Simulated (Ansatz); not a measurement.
Data:

Sb₂Te₃ (Bi2Te3 type, space group R-3m)

```yaml
crystal:
  lattice:
    - [2.13805, 1.23440, 9.94161]
    - [-2.13805, 1.23440, 9.94161]
    - [0.00000, -2.46881, 9.94161]
  atoms:
    - { symbol: Sb, position: [0.39906, 0.39906, 0.39906] }
    - { symbol: Sb, position: [0.60094, 0.60094, 0.60094] }
    - { symbol: Te, position: [0.00000, 0.00000, 0.00000] }
    - { symbol: Te, position: [0.21017, 0.21017, 0.21017] }
    - { symbol: Te, position: [0.78983, 0.78983, 0.78983] }
```

Equation-of-state scan: isotropic scaling of the cell above, V₀ being its volume. The atoms relax within the cell's symmetry.

All values below come from PBE-D3(BJ) (plane waves to 420 eV, PAW, scalar-relativistic; Ansatz, an electronic-structure program). k mesh 9×9×9 (Γ-centred), Fermi-Dirac smearing 0.05 eV. The energy includes the smearing's −TS. Compression counts positive. With the shape held, the modulus is that of even scaling; a crystal free to change shape is softer. Sb2Te3 was relaxed with its symmetry unable to fall. Spin-orbit coupling is left out, though Sb and Te are heavy. ΔE is measured from the relaxed starting cell.

The scan covers V/V₀ from 0.900 to 1.100 in 13 points.

Q: What is ΔE at V/V₀ = 1.100?

A: 31 meV/atom.

Q: What is ΔE at V/V₀ = 0.900?

A: 52 meV/atom.

Q: What pressure does the cell carry at V/V₀ = 0.900?

A: 5.9 GPa.

(Under strain, the slope of the energy per volume gives the stress and its curvature an elastic modulus.)
